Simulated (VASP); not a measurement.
# SiC (Moissanite 3C) (F-43m) in VASP: further runs

Runs on SiC (Moissanite 3C). Level: r2SCAN. Tasks: single point.

All numbers are computed with VASP 6.6.1; they aren't measurements. Logs are shortened: lines on timing, memory, paths and dates and some standing lists are left out, and cuts for length are marked.

### 1 The structure

It takes space group F-43m (No. 216, cubic). The conventional cell has a = 4.358 Å, b = 4.358 Å, c = 4.358 Å, α = 90.00°, β = 90.00°, γ = 90.00°. Si (site symmetry -43m) has 4 C at 1.89 Å as nearest neighbours. C (site symmetry -43m) has 4 Si at 1.89 Å as nearest neighbours.

### 2 Single point, r2SCAN

Contents of INCAR:

```
PREC     = Accurate       # precision mode
ENCUT    = 460            # plane-wave cutoff, eV
EDIFF    = 1E-6           # SCF threshold, eV
ISMEAR   = 0              # smearing method
SIGMA    = 0.05           # smearing width, eV
LREAL    = F              # projectors in reciprocal space
LASPH    = T              # aspherical terms in the spheres
NELM     = 100            # most SCF steps
ALGO     = Normal         # electronic algorithm
ISIF     = 2              # what is computed and relaxed
LWAVE    = F              # write WAVECAR
LCHARG   = F              # write CHGCAR
METAGGA  = R2SCAN         # meta-GGA
LMIXTAU  = T            
ADDGRID  = F
```

Contents of KPOINTS:

```
regular mesh
0
Gamma
  6 6 6
```

Contents of POSCAR:

```
SiC
1.0
    0.0000000000      2.1790000000      2.1790000000
    2.1790000000      0.0000000000      2.1790000000
    2.1790000000      2.1790000000      0.0000000000
Si C
1 1
Direct
    0.0000000000      0.0000000000      0.0000000000
    0.7500000000      0.7500000000      0.7500000000
```

Potentials or basis: VASP PAW PBE potentials, release 64 (Si, C).

Launch:

```console
> cat potpaw_PBE.64/Si/POTCAR potpaw_PBE.64/C/POTCAR > POTCAR
> mpirun -np 1 vasp_std > vasp.out
```

OUTCAR:

```text
PREC = Accurate
   ENCUT = 460
   EDIFF = 1E-6
   ISMEAR = 0
   LREAL = F
   LASPH = T
   NELM = 100
   ISIF = 2
   METAGGA = R2SCAN

 Found     16 irreducible k-points:

 Following reciprocal coordinates:
            Coordinates               Weight
  0.000000  0.000000  0.000000      1.000000
  0.166667  0.000000  0.000000      8.000000
  0.333333  0.000000  0.000000      8.000000
  0.500000  0.000000  0.000000      4.000000
  0.166667  0.166667  0.000000      6.000000
  0.333333  0.166667  0.000000     24.000000
   k-points           NKPTS =     16   k-points in BZ     NKDIM =     16   number of bands    NBANDS=      8
   number of dos      NEDOS =    301   number of ions     NIONS =      2
   total plane-waves  NPLWV =  13824
   dimension x,y,z NGX =    24 NGY =   24 NGZ =   24
   dimension x,y,z NGXF=    48 NGYF=   48 NGZF=   48
   ions per type =               1   1
   NGX,Y,Z   is equivalent  to a cutoff of  12.95, 12.95, 12.95 a.u.
   NGXF,Y,Z  is equivalent  to a cutoff of  25.90, 25.90, 25.90 a.u.
 SYSTEM =  unknown system
   PREC   = accura    normal or accurate (medium, high low for compatibility)
   ISTART =      0    job   : 0-new  1-cont  2-samecut
   ICHARG =      2    charge: 1-file 2-atom 10-const
   ISPIN  =      1    spin polarized calculation?
   LNONCOLLINEAR =      F non collinear calculations
   LSORBIT =      F    spin-orbit coupling
   LASPH  =      T    aspherical Exc in radial PAW
   ENCUT  =  460.0 eV  33.81 Ry    5.81 a.u.   5.39  5.39  5.39*2*pi/ulx,y,z
   NELM   =    100;   NELMIN=  2; NELMDL= -5     # of ELM steps
   EDIFF  = 0.1E-05   stopping-criterion for ELM
   LREAL  =      F    real-space projection
   EDIFFG = 0.1E-04   stopping-criterion for IOM
   NSW    =      0    number of steps for IOM
   IBRION =     -1    ionic relax: 0-MD 1-quasi-New 2-CG
   NFREE  =      0    steps in history (QN), initial steepest desc. (CG)
   ISIF   =      2    stress and relaxation
   ISYM   =      2    0-nonsym 1-usesym 2-fastsym
   POTIM  = 0.5000    time-step for ionic-motion
   TEBEG  =    0.0;   TEEND  =   0.0 temperature during run
   PSTRESS=    0.0 pullay stress
   NELECT =       8.0000    total number of electrons
   NUPDOWN=      -1.0000    fix difference up-down
   EMIN   =  10.00;   EMAX   =-10.00  energy-range for DOS
   EFERMI =   0.00;   METHOD = LEGACY
   ISMEAR =     0;   SIGMA  =   0.05  broadening in eV -4-tet -1-fermi 0-gaus
   EFERMI_NEDOS =   21; number of points for ismear=-14 and -15
   IALGO  =     38    algorithm
   IMIX   =      4    mixing-type and parameters
     AMIX     =   0.40;   BMIX     =  1.00
     AMIX_MAG =   1.60;   BMIX_MAG =  1.00
  volume/ion in A,a.u.               =      10.35        69.82
  Fermi-wavevector in a.u.,A,eV,Ry     =   1.192626  2.253736 19.352338  1.422357
  Thomas-Fermi vector in A             =   2.328660
   LORBIT       =      0    0 simple, 1 ext, 2 COOP (PROOUT), +10 PAW based schemes
   METAGGA = R2SCAN    functional components
   LHFCALC =     F    Hartree Fock is set to
   AEXX    =    0.0000 exact exchange contribution
   IVDW    =     0    specifies the selected vdW correction
   LEPSILON=     F    determine dielectric tensor
   LRPA    =     F    only Hartree local field effects (RPA)
 non-spin polarized calculation
 Gauss-broadening in eV      SIGMA  =   0.05
  energy-cutoff  :      460.00
  volume of cell :       20.69
 maximum number of plane-waves:       475
 NGX is ok and might be reduce to    24
   NGX = 11   NGY = 11   NGZ = 11

 number of electron       8.0000001 magnetization

 Free energy of the ion-electron system (eV)
  ---------------------------------------------------
  ext. energy  EPLUGINS =         0.00000000
  ---------------------------------------------------
  free energy    TOTEN  =       -19.31967476 eV

  energy without entropy =      -19.31967476  energy(sigma->0) =      -19.31967476

 E-fermi :   8.2739     XC(G=0): -11.9324

 val. band max:        7.9890325031   @ k =   0.0000   0.0000   0.0000
 cond. band min:       9.7087521138   @ k =   0.5000   0.5000   0.0000
 fundamental gap:      1.7197196107
 Fermi energy:         8.2739285853

 k-point     1 :       0.0000    0.0000    0.0000
  band No.  band energies     occupation
      1      -8.1932      2.00000
      2       7.9890      2.00000
      3       7.9890      2.00000
      4       7.9890      2.00000
      5      14.8215      0.00000
      6      15.8326      0.00000
      7      15.8326      0.00000
      8      15.8326      0.00000

 k-point     2 :       0.1667    0.0000    0.0000
  band No.  band energies     occupation
      1      -7.6349      2.00000
      2       5.5191      2.00000
      3       7.6431      2.00000
      4       7.6431      2.00000
      5      14.9042      0.00000
      6      16.3838      0.00000
      7      16.3838      0.00000
      8      17.0518      0.00000

 k-point     3 :       0.3333    0.0000    0.0000
  band No.  band energies     occupation
      1      -6.0647      2.00000
      2       1.5646      2.00000
      3       7.1017      2.00000
      4       7.1017      2.00000
      5      14.2356      0.00000
      6      16.1787      0.00000
      7      16.1787      0.00000
      8      18.7875      0.00000

 k-point     4 :       0.5000    0.0000    0.0000
  band No.  band energies     occupation
      1      -4.5675      2.00000
      2      -0.8329      2.00000
      3       6.8812      2.00000
      4       6.8812      2.00000
      5      13.9773      0.00000
      6      15.7344      0.00000
      7      15.7344      0.00000
      8      18.9414      0.00000

 k-point     5 :       0.1667    0.1667    0.0000
  band No.  band energies     occupation
      1      -7.4482      2.00000
      2       6.1096      2.00000
      3       6.8322      2.00000
      4       6.8322      2.00000
      5      14.0571      0.00000
      6      15.9637      0.00000
      7      17.6854      0.00000
      8      17.6854      0.00000

 k-point     6 :       0.3333    0.1667    0.0000
  band No.  band energies     occupation
      1      -6.2035      2.00000
      2       3.0034      2.00000
      3       6.1209      2.00000
      4       6.1666      2.00000
      5      13.4101      0.00000
      6      16.1969      0.00000
      7      17.6472      0.00000
      8      18.3308      0.00000

 [... further k-points ...]

------------------------ aborting loop because EDIFF is reached ----------------------------------------

  FORCE on cell =-STRESS in cart. coord.  units (eV):
  Direction    XX          YY          ZZ          XY          YZ          ZX
  --------------------------------------------------------------------------------------
  -------------------------------------------------------------------------------------
  Total       -0.0599126     -0.0599126     -0.0599126     -0.0000000      0.0000000     -0.0000000
  in kB       -4.6390326     -4.6390326     -4.6390326     -0.0000000      0.0000000     -0.0000000
  external PRESSURE =      -4.6390326 kB  Pullay stress =       0.0000000 kB

 VOLUME and BASIS-vectors are now :
 -----------------------------------------------------------------------------
  energy-cutoff  :      460.00
  volume of cell :       20.69
      direct lattice vectors                 reciprocal lattice vectors
     0.000000000  2.179000000  2.179000000    -0.229463056  0.229463056  0.229463056
     2.179000000  0.000000000  2.179000000     0.229463056 -0.229463056  0.229463056
     2.179000000  2.179000000  0.000000000     0.229463056  0.229463056 -0.229463056

 POSITION                                       TOTAL-FORCE (eV/Angst)
 -----------------------------------------------------------------------------------
      0.00000      0.00000      0.00000         0.000000      0.000000      0.000000
      3.26850      3.26850      3.26850        -0.000000     -0.000000     -0.000000
 -----------------------------------------------------------------------------------
    total drift:                                0.000001      0.000001      0.000001

  FREE ENERGIE OF THE ION-ELECTRON SYSTEM (eV)
  ---------------------------------------------------
  free  energy   TOTEN  =       -19.3196747562 eV

  energy  without entropy=      -19.3196747562  energy(sigma->0) =      -19.31967476
```

It took 8 s on 1 thread of Intel Xeon 6975P-C (Granite Rapids), shared host; peak memory 0.13 GiB.

The run converged, but some of its settings lie outside the range that counts as converged, so its numbers aren't taken as properties of the crystal.

What came out:

```
Free energy            : -19.3197 eV
Pressure               : -0.5 GPa
Band gap on the k mesh : 1.72 eV, indirect (least direct gap 5.06 eV)
```

Caveat: the cutoff is under 1.25 times the usual one of these potentials, so pressure, stress and relaxed cells hold a basis-set (Pulay) error; the PAW data sets were made with another functional, which shifts forces and pressure a little.

### 3 Single point, r2SCAN

Edit INCAR of step 2 so:

```diff
@@ -2,3 +2,3 @@
 ENCUT    = 460            # plane-wave cutoff, eV
-EDIFF    = 1E-6           # SCF threshold, eV
+EDIFF    = 1E-7           # SCF threshold, eV
 ISMEAR   = 0              # smearing method
@@ -14,2 +14,2 @@
 LMIXTAU  = T            
-ADDGRID  = F
+ADDGRID  = T
```

KPOINTS is that of step 2.

POSCAR is that of step 2.

Potentials or basis: VASP PAW PBE potentials, release 64 (Si, C).

Launch:

```console
> cat potpaw_PBE.64/Si/POTCAR potpaw_PBE.64/C/POTCAR > POTCAR
> mpirun -np 1 vasp_std > vasp.out
```

Run time: 10 s. Hardware: 1 thread of Intel Xeon 6975P-C (Granite Rapids), shared host; peak memory 0.17 GiB.

The run converged, but some of its settings lie outside the range that counts as converged, so its numbers aren't taken as properties of the crystal.

Results:

```
Free energy            : -19.3197 eV
Pressure               : -0.5 GPa
Band gap on the k mesh : 1.72 eV, indirect (least direct gap 5.06 eV)
```

Caveat: the cutoff is under 1.25 times the usual one of these potentials, so pressure, stress and relaxed cells hold a basis-set (Pulay) error; the PAW data sets were made with another functional, which shifts forces and pressure a little.

### 4 Single point, r2SCAN

Edit INCAR of step 3 so:

```diff
@@ -6,3 +6,3 @@
 LREAL    = F              # projectors in reciprocal space
-LASPH    = T              # aspherical terms in the spheres
+LASPH    = F              # aspherical terms in the spheres
 NELM     = 100            # most SCF steps
@@ -14,2 +14,2 @@
 LMIXTAU  = T            
-ADDGRID  = T
+ADDGRID  = F
```

KPOINTS is that of step 3.

POSCAR is that of step 3.

Launch:

```console
> cat potpaw_PBE.64/Si/POTCAR potpaw_PBE.64/C/POTCAR > POTCAR
> mpirun -np 1 vasp_std > vasp.out
```

Run time: 6.6 s. Hardware: 1 thread of Intel Xeon 6975P-C (Granite Rapids), shared host; peak memory 0.13 GiB.

These settings aren't checked as converged: the numbers below hold their error.

What came out:

```yaml
Free_energy: -19.3197 eV
Pressure: -0.5 GPa
Band_gap_on_the_k_mesh: 1.72 eV, indirect (least direct gap 5.06 eV)
```

Caveat: the cutoff is under 1.25 times the usual one of these potentials, so pressure, stress and relaxed cells hold a basis-set (Pulay) error; the PAW data sets were made with another functional, which shifts forces and pressure a little.

### 5 For comparison

An earlier run on the cell as given: functional PBE; potentials or basis VASP PAW PBE potentials, release 64 (Si, C); cutoff 520 eV; k mesh 10 × 10 × 10; occupations fermi-dirac, width 0.05 eV; no spin polarisation.

- Pressure: 3.2 GPa
- Band gap on the k mesh: 1.36 eV, indirect (least direct gap 4.54 eV)
